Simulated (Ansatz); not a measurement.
## Is this Cd2Te stable against decomposition?

The calculation used DFT PBE, scalar-relativistic, plane waves, PAW (Ansatz). All cells share a 420 eV cutoff and Γ-centred k meshes spaced about 0.3 Å⁻¹ or finer (0.25 for metals, 2π included). No spin polarisation.

Formation energies are uncorrected and refer to the elements' standard structures at the same level.

These are static total energies at zero pressure. These runs have no spin–orbit coupling, which can matter for Te. The reference form of Te is held partly by dispersion forces, which this level lacks.

The competitors are the elements and 1 reference phase of this chemical system (from databases or known types: CdTe), relaxed at the same level; other known phases may be missing.

The candidate was reached from: SnSe2 type (P-3m1).

```cif
data_structure
_symmetry_space_group_name_H-M 'P-3m1'
_symmetry_Int_Tables_number 164
_cell_length_a 4.3010
_cell_length_b 4.3010
_cell_length_c 5.3392
_cell_angle_alpha 90.000
_cell_angle_beta 90.000
_cell_angle_gamma 120.000
_cell_volume 85.53
loop_
_atom_site_label
_atom_site_type_symbol
_atom_site_symmetry_multiplicity
_atom_site_Wyckoff_symbol
_atom_site_fract_x
_atom_site_fract_y
_atom_site_fract_z
_atom_site_occupancy
Cd1 Cd 2 d 0.33333 0.66667 0.32623 1
Te1 Te 1 a 0.00000 0.00000 0.00000 1
```

Task: Into what would it decompose?

Result: Its formation energy is -0.129 eV/atom. The lowest competing mixture at this composition is this:

```json
{"phase": "Cd", "space group": "-", "source": "element", "share of atoms": "0.3333", "ΔE_f (eV/atom)": "-0.0060"}
{"phase": "CdTe", "space group": "F-43m (No. 216)", "source": "COD", "share of atoms": "0.6667", "ΔE_f (eV/atom)": "-0.464"}
```

The lowest database cell of Cd (-0.0060) lies slightly below the reference, hence the non-zero entry.

The mixture lies at -0.311 eV/atom, and the candidate lies 182 meV/atom above it (183 meV/atom from unrounded values). The candidate matches no cell in the subsets of the Crystallography Open Database and the Materials Project at hand. It is metastable at best. Phonons aren't part of this comparison. It has the anti-cadmium iodide type.
